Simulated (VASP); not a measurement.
A run of VASP 6.6.1 is set up as follows.

File INCAR:

```
SYSTEM = MoS2
  PREC = Accurate
  ENCUT = 600
  EDIFF = 1E-7
  ISMEAR = 0
  SIGMA = 0.03
  LREAL = .FALSE.
  LASPH = .TRUE.
  NELM = 80
  ALGO = Normal
  ISIF = 3
  LWAVE = .FALSE.
  LCHARG = .FALSE.
  GGA = CA
  IBRION = 2
  NSW = 90
  EDIFFG = -0.005
  KPAR = 2
```

The input KPOINTS:

```
Automatic mesh
0
G
  12 12 3
  0 0 0
```

POSCAR

```
MoS2                                    
1.0
    3.1240066794      0.0000000000      0.0000000000
   -1.5620033397      2.7054691460     -0.0000000000
   -0.0000000000      0.0000000000     12.0745485587
  Mo              S             
     2     4
Direct
     0.3333333332999970    0.6666666667000030    0.2500000000000000
     0.6666666667000030    0.3333333332999970    0.7500000000000000
     0.3333333332999970    0.6666666667000030    0.6212407893879535
     0.6666666667000030    0.3333333332999970    0.1212407893879534
     0.3333333332999970    0.6666666667000030    0.8787592106120465
     0.6666666667000030    0.3333333332999970    0.3787592106120465
```

Potentials or basis: VASP PAW LDA potentials, release 64 (Mo_sv, S).

Run with:

```bash
$ cat potpaw_LDA.64/Mo_sv/POTCAR potpaw_LDA.64/S/POTCAR > POTCAR
$ mpirun -np 2 vasp_std > vasp.out
```

Problem. Estimate the space group after relaxing (to 0.05 Å).

Solution. P6_3/mmc (No. 194).

Problem. What does it give for the relaxed cell?

Solution. a = 3.124 Å, b = 3.124 Å, c = 12.073 Å, α = 90.00°, β = 90.00°, γ = 120.00°.

Final structure:
```
Mo S
1.0
     3.12361    0.00000    0.00000
    -1.56180    2.70512    0.00000
     0.00000    0.00000   12.07269
Mo S
2 4
Direct
  0.33333 0.66667 0.25000
  0.66667 0.33333 0.75000
  0.33333 0.66667 0.62125
  0.66667 0.33333 0.12125
  0.33333 0.66667 0.87875
  0.66667 0.33333 0.37875
```
